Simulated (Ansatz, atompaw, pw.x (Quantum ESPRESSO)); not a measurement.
## What a changed setting does to a pw.x run (bcc Zr)

Potential: PAW, atompaw 4.2.0.5, PBE; core [Ar] 3d10, reference 4s2 4p6 4d3 5s1 5p0; waves: 4s (bound): rc 2.25 bohr; 5s (bound): rc 2.65 bohr; 4p (bound): rc 1.70 bohr; 5p (bound, empty): rc 2.65 bohr; 4d (bound): rc 2.65 bohr; 4d channel at 0.3 Ry: rc 1.85 bohr; local part: ultrasoft scheme with l = 3 at 0.5 Ry, radius 2.65 bohr; core correction: smooth core density matched at 2.25 bohr; augmentation: besselshape compensation charge, radius 2.40 bohr; PAW radius 2.65 bohr; waves and projectors: custom polynom gramschmidtortho.

The reference run (k-mesh 13³, cutoffs 50/500 Ry, Fermi–Dirac 0.01 Ry, mixing_beta 0.4, conv_thr 1e-9, no spin) gives -0.73 GPa at 23.074 Å³/atom, where all-electron LAPW gives -0.34 GPa. This run, with its own iteration cap, changes degauss to 0.002.

```
&control
  calculation='scf', prefix='x', pseudo_dir='./', outdir='./tmp', tstress=.true., disk_io='none'
/
&system
  ibrav=0, nat=1, ntyp=1, ecutwfc=50, ecutrho=500, nbnd=14,
  occupations='smearing', smearing='fd', degauss=0.002
/
&electrons
  conv_thr=1e-09, mixing_beta=0.4, electron_maxstep=60
/
ATOMIC_SPECIES
Zr 1.0 Zr.UPF
CELL_PARAMETERS angstrom
  -1.79344322 1.79344322 1.79344322
  1.79344322 -1.79344322 1.79344322
  1.79344322 1.79344322 -1.79344322
ATOMIC_POSITIONS crystal
Zr 0.0000 0.0000 0.0000
K_POINTS automatic
13 13 13 0 0 0
```

```bash
pw.x < Zr.scf.in > Zr.scf.out
```

How does the run end?

It converges in 12 iterations; the free energy moves by +56.6 meV/atom and the pressure by -0.75 GPa. In a metal, with Fermi–Dirac smearing, F lies below its zero-width value by a term in the square of the width.

```
Message from routine setup:
     using ibrav=0 with symmetry is DISCOURAGED, use correct ibrav instead
     lattice parameter (alat)  =       5.8701  a.u.
     unit-cell volume          =     155.7111 (a.u.)^3
     number of electrons       =        12.00
     number of Kohn-Sham states=           14
     kinetic-energy cutoff     =      50.0000  Ry
     charge density cutoff     =     500.0000  Ry
     scf convergence threshold =      1.0E-09
     Exchange-correlation= SLA PW PBX PBC
     number of k points=    84  Fermi-Dirac smearing, width (Ry)=  0.0020
     iteration #  1     ecut=    50.00 Ry     beta= 0.40
     total energy              =    -307.20641795 Ry
     estimated scf accuracy    <       0.06275701 Ry
     iteration #  2     ecut=    50.00 Ry     beta= 0.40
     total energy              =    -307.20690372 Ry
     estimated scf accuracy    <       0.01008191 Ry
     iteration #  3     ecut=    50.00 Ry     beta= 0.40
     total energy              =    -307.20848792 Ry
     estimated scf accuracy    <       0.00054541 Ry
     [... 6 iterations left out ...]
     iteration # 10     ecut=    50.00 Ry     beta= 0.40
     total energy              =    -307.20864384 Ry
     estimated scf accuracy    <       0.00000001 Ry
     iteration # 11     ecut=    50.00 Ry     beta= 0.40
     total energy              =    -307.20864387 Ry
     estimated scf accuracy    <          6.2E-09 Ry
     iteration # 12     ecut=    50.00 Ry     beta= 0.40
     the Fermi energy is    13.6756 ev
!    total energy              =    -307.20864387 Ry
     estimated scf accuracy    <          5.1E-11 Ry
     smearing contrib. (-TS)   =      -0.00043514 Ry
     The total energy is F=E-TS. E is the sum of the following terms:
     one-electron contribution =     -15.21328669 Ry
     hartree contribution      =      15.19002205 Ry
     xc contribution           =     -11.95330987 Ry
     ewald contribution        =     -77.31360309 Ry
     one-center paw contrib.   =    -217.91803114 Ry
     convergence has been achieved in  12 iterations
          total   stress  (Ry/bohr**3)                   (kbar)     P=      -14.83
     Message from routine punch:
     Nothing written, as per user request (disk_io='none')
```

The run took about 20 s on one core of a shared host (AMD EPYC 9R45 96-Core Processor, 96 threads, 376 GiB, load 56).
